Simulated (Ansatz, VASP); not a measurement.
Bi, level by level in two programs

```
Bi
1.0
    -1.99455    1.99455    1.99455
     1.99455   -1.99455    1.99455
     1.99455    1.99455   -1.99455
Bi
1
Cartesian
  0.0000 0.0000 0.0000
```

This isn't the form of Bi at room conditions, which is rhombohedral.

Single points on this cell with VASP 6.6.1 and Ansatz 0.2.0. Each row is one pair of runs. Alike in all rows: spin: off; k mesh: 9 × 9 × 9; smearing: fermi-dirac, width 0.05 eV.

| level | VASP's potentials, cutoff | Ansatz's potentials, cutoff | gap on the k mesh at the Fermi level (eV), VASP | gap on the k mesh at the Fermi level (eV), Ansatz | pressure (GPa), VASP | pressure (GPa), Ansatz |
| --- | --- | --- | --- | --- | --- | --- |
| LDA | VASP PAW LDA potentials, release 64 (Bi_d), 520 eV | Ansatz PAW, 420 eV | none | none | -4.2 | -4.2 |
| r2SCAN | VASP PAW PBE potentials, release 64 (Bi_d), 520 eV | Ansatz PAW, 500 eV | none | none | -1.0 | -1.0 |
| BLYP | VASP PAW PBE potentials, release 64 (Bi_d), 520 eV | Ansatz PAW, 420 eV | none | none | 3.9 | 3.8 |

Pressure (GPa): the two programs differ by at most 0.13.

A gap of «none» marks a metal or a gap that the smearing closes.

Caveats: spin-orbit coupling is left out, which moves the levels of the heavy elements; the PAW data sets were made with another functional, which shifts forces and pressure a little (VASP); the PAW data sets come from PBE, with cores solved anew for the run's functional, which leaves a small shift of forces and pressure (Ansatz).
